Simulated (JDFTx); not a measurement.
MoS2:

```
CELL_PARAMETERS angstrom
1.58000 0.91221 6.15000
-1.58000 0.91221 6.15000
0.00000 -1.82443 6.15000
ATOMIC_POSITIONS crystal
Mo 0.00000 0.00000 0.00000
S 0.41700 0.41700 0.41700
S 0.25000 0.25000 0.25000
```

Measurements of this composition are mostly on another form, of space group No. 194.

Base run:

| Item | Value |
| --- | --- |
| Program | JDFTx 1.7.0 (patched build) |
| Functional | PBE |
| Potentials or basis | PseudoDojo-SR-PBE-0.5-standard with smoothed tails |
| Cutoff | 1088 eV |
| Density cutoff | 8708 eV |
| k mesh | 6 × 6 × 6 |
| Occupations | fermi-dirac, width 0.05 eV |
| Spin | no spin polarisation |
| Hubbard terms | Mo d U = 1 eV |

Its results: band gap on the k mesh 0.94 eV, indirect (least direct gap 1.73 eV); pressure 4.3 GPa; largest force 0.424 eV/Å.

Question: After a change of settings the same cell gave: band gap on the k mesh 0.97 eV, indirect (least direct gap 1.83 eV); pressure -4.4 GPa; largest force 0.535 eV/Å. Which change was it?
A. hubbard terms from Mo d U = 1 eV to Mo d U = 8 eV
B. hubbard terms from Mo d U = 1 eV to none; hubbard projectors from atomic pseudo-orbitals, not orthogonalised to none
C. hubbard terms from Mo d U = 1 eV to Mo d U = 4 eV

Answer: A.

Caveats: the empty levels aren't tightly converged.
